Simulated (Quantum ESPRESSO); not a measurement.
The system is Te.

```
Te
1.0
     4.45400    0.00000    0.00000
    -2.22700    3.85728    0.00000
     0.00000    0.00000    5.92400
Te
3
Direct
  0.73100 0.73100 0.00000
  0.00000 0.26900 0.66667
  0.26900 0.00000 0.33333
```

Base run:

* Program: Quantum ESPRESSO 7.5
* Functional: PBEsol
* Potentials or basis: GBRV 1.5 PBEsol
* Cutoff: 612 eV
* Density cutoff: 4898 eV
* k mesh: 7 × 7 × 5
* Occupations: fermi-dirac, width 0.05 eV
* Spin: no spin polarisation

Its results: pressure -1.0 GPa; largest force 0.196 eV/Å.

The run is repeated on the same cell with these changes: functional from PBEsol to LDA; potentials or basis from GBRV 1.5 PBEsol to GBRV 1.5 LDA. What comes out?

Pressure -1.9 GPa; largest force 0.159 eV/Å.
